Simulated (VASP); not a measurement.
## FeSi2 (Linzhiite): relaxation of cell and atoms with r2SCAN

The system is FeSi2 (Linzhiite).

```xyz
3
Lattice="2.6840 0.0000 0.0000 0.0000 2.6840 0.0000 0.0000 0.0000 5.1280" Properties=species:S:1:pos:R:3 pbc="T T T"
Fe    0.0000    0.0000    0.0000
Si    1.3420    1.3420    3.7434
Si    1.3420    1.3420    1.3846
```

```yaml
Program: VASP 6.6.1
Task: relaxation of cell and atoms
Functional: r2SCAN
Potentials_or_basis: VASP PAW PBE potentials, release 64 (Fe, Si)
Cutoff: 600 eV
k_mesh: 7 × 7 × 4
Occupations: gaussian, width 0.05 eV
Spin: collinear spin, ferromagnetic start
Starting_moments: "[3.0, 0.0, 0.0] μB"
Further_INCAR_settings: ALGO = Normal; EDIFF = 1e-06; IBRION = 2; EDIFFG = -0.005; NSW = 40; ISIF = 3
```

| Property | Result |
| --- | --- |
| Relaxed volume | 12.28 Å³/atom |
| Relaxed cell | a = 2.692 Å, b = 2.692 Å, c = 5.085 Å, α = 90.00°, β = 90.00°, γ = 90.00° |
| Space group after relaxing (to 0.05 Å) | P4/mmm (No. 123) |
| Energy gained by relaxing | 1.5 meV/atom |
| Ionic steps | 7 |
| Pressure after relaxing | 0.0 GPa |
| Band gap on the k mesh | none (metal or under the smearing width) |
| Net moment | 0.20 μB per cell |
| Site moments | Fe +0.25; Si -0.01 μB |
| Valence electrons inside the program's atomic spheres | Fe 7.89; Si 1.64 |

Step by step:
```tsv
step	energy change (eV)	largest force (eV/Å)	pressure (GPa)	volume (Å³)
1	0.0000	0.1441	-0.65	36.94
2	-0.0023	0.1546	1.01	36.67
3	-0.0044	0.0247	0.34	36.78
4	-0.0045	0.0210	-0.35	36.90
5	-0.0045	0.0236	-0.08	36.86
6	-0.0045	0.0113	-0.03	36.85
7	-0.0045	0.0011	0.02	36.85
```

Final structure:
```
CELL_PARAMETERS angstrom
2.69190 0.00000 0.00000
0.00000 2.69190 0.00000
0.00000 0.00000 5.08532
ATOMIC_POSITIONS crystal
Fe 0.00000 0.00000 0.00000
Si 0.50000 0.50000 0.72947
Si 0.50000 0.50000 0.27053
```

Levels at points of the mesh, in eV from the Fermi level:
Spin up:
```csv
k point,band 4,band 5,band 6,band 7,band 8,band 9,band 10,band 11,band 12,band 13
"(0.00, 0.00, 0.00)",-3.91,-1.84,-1.73,-1.73,-0.95,4.71,4.71,7.23,7.39,8.23
"(0.00, 0.00, 0.50)",-3.89,-2.41,-1.78,-1.78,-0.95,2.62,5.93,5.93,6.63,7.01
```
Spin down:
```csv
k point,band 6,band 7,band 8,band 9,band 10,band 11
"(0.00, 0.00, 0.00)",-1.56,-1.52,-0.85,4.68,4.68,7.21
"(0.00, 0.00, 0.50)",-1.61,-1.61,-0.85,2.87,5.89,5.89
```

Run time: 5.8 min on 1 thread of AMD EPYC 9R45 96-Core Processor (Zen 5), with other jobs on the host, peak memory 0.18 GiB.

Caveat: the PAW data sets were made with another functional, which shifts forces and pressure a little.
